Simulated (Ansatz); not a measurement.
Y in Ansatz: the effect of target pressure

Y:

```xyz
4
Lattice="3.6425 0.0000 0.0000 -1.8213 3.1545 0.0000 0.0000 0.0000 11.8441" Properties=species:S:1:pos:R:3 pbc="T T T"
Y     1.8213    1.0515    8.8831
Y     0.0000    0.0000    5.9221
Y     0.0000    2.1030    2.9610
Y     0.0000    0.0000    0.0000
```

Alike in all runs:

```yaml
Program: Ansatz 0.2.0
Task: relaxation of cell and atoms
Functional: PBE
Potentials_or_basis: Ansatz PAW
Cutoff: "420 eV (not typed: the program's choice for these potentials)"
k_mesh: 8 × 8 × 3
Occupations: fermi-dirac, width 0.05 eV
Spin: no spin polarisation
```

Each run relaxes the cell or the atoms first.

```tsv
target pressure	relaxed volume (Å³/atom)
0 GPa	32.45
2 GPa	?
5 GPa	29.16
10 GPa	26.89
20 GPa	23.77
30 GPa	21.60
```

Problem. What does the run with target pressure 2 GPa give?

Solution. Relaxed volume 31.00 Å³/atom.

Worked out: In Murnaghan's law V^(-B') rises as a straight line in P. The other rows fit best with B' = 2.6, V0 = 32.41 Å³/atom and B0 = 42 GPa, which gives 30.98 Å³/atom at 2 GPa, against the run's 31.00.

Caveats: the plane-wave basis is chosen anew once the cell has moved, so the energies of steps on either side of that aren't comparable; the volume moved by over 15 % at a fixed basis, so the end points are rough (some runs).
